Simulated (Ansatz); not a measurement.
## Effect of pressure 3 GPa on ZnTe

Take ZnTe in the zinc blende structure (space group F-43m, No. 216; a = 6.179 Å) as the base.

Modification: a hydrostatic pressure of 3 GPa.

Calculations: plane-wave PAW DFT at the PBE level (Ansatz, a program for electronic structure, 420 eV), spin-orbit coupling left out, earlier PAW set. Γ-centred 9×9×9 mesh, Fermi–Dirac width 0.05 eV.

The volume per atom drops by 1.72 Å³, from 29.49 Å³ to 27.77 Å³ and the density grows by 0.34 g/cm³, from 5.43 g/cm³ to 5.77 g/cm³. The lattice parameter a falls by 0.122 Å (6.179 Å → 6.057 Å) and the shortest interatomic distance drops by 0.053 Å (2.676 Å → 2.623 Å). The band gap increases by 0.28 eV (1.07 eV → 1.35 eV) and the gap character stays direct at Γ. The mean gap deformation potential ΔEg/Δln V amounts to -4.7 eV and the width of the top valence band grows by 0.27 eV, from 2.43 eV to 2.70 eV. The electron mass goes from 0.077 mₑ (at Γ) to 0.090 mₑ (at Γ) and the hole mass (degenerate bands, along [100]) changes from 0.077, 0.48, 0.48 mₑ (at Γ) to 0.091, 0.44, 0.44 mₑ (at Γ). The valley order (the lowest conduction-band minima on the path, energy above the VBM, named in the base's zone) changes from Γ 1.07 eV; L along ⟨111⟩ 1.73 eV; a point along ⟨100⟩, about 0.9 Å⁻¹ from Γ 2.28 eV to Γ 1.35 eV; L along ⟨111⟩ 1.81 eV; a point along ⟨100⟩, about 0.9 Å⁻¹ from Γ 2.19 eV.

Cost of the whole job for the changed cell (relaxation, final SCF and bands): around 60 core-seconds (rough).

Spin-orbit coupling, missing from the scalar runs, can matter with Te. Load acts through the strain it causes; cell and atoms are relaxed under it. Masses are band curvatures over ±0.01 Å⁻¹ around the edge. Whether these cells are dynamically stable was not tested. Tetrahedral semiconductors of this kind turn to denser phases somewhere between about 1 and 50 GPa; those were not computed, so compressed cells here can lie past the real transition.
